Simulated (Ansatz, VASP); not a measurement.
# Two plane-wave programs on Ge

```xyz
2
Lattice="0.0000 2.8476 2.8476 2.8476 0.0000 2.8476 2.8476 2.8476 0.0000" Properties=species:S:1:pos:R:3 pbc="T T T"
Ge    4.2715    4.2715    4.2715
Ge    2.8476    2.8476    2.8476
```

Change from the starting cell: volume scaled by 1.02.

Alike in both runs: task single point; functional PBEsol; k mesh 8 × 8 × 8; occupations fermi-dirac, width 0.05 eV; no spin polarisation.

|  | VASP | Ansatz |
| --- | --- | --- |
| version | VASP 6.6.1 | Ansatz 0.2.0 |
| potentials or method | VASP PAW PBE potentials, release 64 (Ge_d) | Ansatz PAW |
| plane-wave cutoff (eV) | 520 | 420 |
| valence electrons in the cell | 28 | 28 |

```tsv
	VASP	Ansatz	Ansatz less VASP
gap on the k mesh at the Fermi level (eV)	none	none	-
pressure (GPa)	-0.7	-0.7	+0.09
```

A gap of «none» marks a metal or a gap that the smearing closes.

Caveats: the PAW data sets were made with another functional, which shifts forces and pressure a little (VASP); the PAW data sets come from PBE, with cores solved anew for the run's functional, which leaves a small shift of forces and pressure (Ansatz).
